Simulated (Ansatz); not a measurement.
# AlN under strain: Al-27 NMR of the central transition

Cell: an entry of the Crystallography Open Database (COD), relaxed with PBE at fixed cell and then changed (z compressed by 3 %, ions relaxed).

```
Al N
1.0
     3.11000    0.00000    0.00000
    -1.55500    2.69334    0.00000
     0.00000    0.00000    4.83060
Al N
2 2
Direct
  0.66667 0.33333 0.99661
  0.33333 0.66667 0.49661
  0.66667 0.33333 0.38539
  0.33333 0.66667 0.88539
```

Atom numbers follow the list; atoms alike are taken as one site, whose name carries the number of the first.

Level of theory: DFT, PBE, plane waves and PAW, scalar-relativistic, 420 eV cutoff, Γ-centred 11×11×6 k-points, Fermi–Dirac smearing 0.02 eV (Ansatz 0.2.0).

Al-27 has I = 5/2 and Q = 146.6 mb (Pyykkö 2018); at 21.1 T its Larmor frequency is ν₀ = 234.3 MHz. Only the quadrupole interaction is simulated: positions count from each site's isotropic chemical shift, and J coupling is left out, as are shift anisotropy and dipolar coupling, which fast spinning averages.

Problem. Give C_Q, η, the quadrupolar product P_Q = |C_Q|(1 + η²/3)^½, the second-order isotropic shift and the breadth of the pattern (fast magic-angle spinning) for each Al site.

Solution. 

```csv
site,first shell,C_Q (MHz),η,P_Q (MHz),δ_QIS (ppm),breadth (kHz)
Al,4 N at 1.87–1.88 Å; also 1 N at 2.95 Å,2.21,0.00,2.21,-0.533,0.267
```

δ_QIS = −(ν_Q²/30ν₀²)[I(I+1) − 3/4](1 + η²/3) × 10⁶ ppm with ν_Q = 3|C_Q|/[2I(2I−1)]; it falls as 1/B₀² in ppm, and the breadth as 1/B₀ in kHz.

An axis of threefold or higher order runs through Al, so V_zz lies along it and η is zero.

At this changed cell the PBE pressure is 10 GPa.

The relaxation (4 steps) took 12 s of wall time (12 s of CPU time) and 0.43 GiB at its peak, on 1 thread of Intel Xeon Platinum 8259CL CPU @ 2.50GHz (Skylake/Cascade Lake) (x86_64; 16 cores open to the job, memory cap 3.0 GiB, no GPU), a shared host with a load of 0.4 a core.
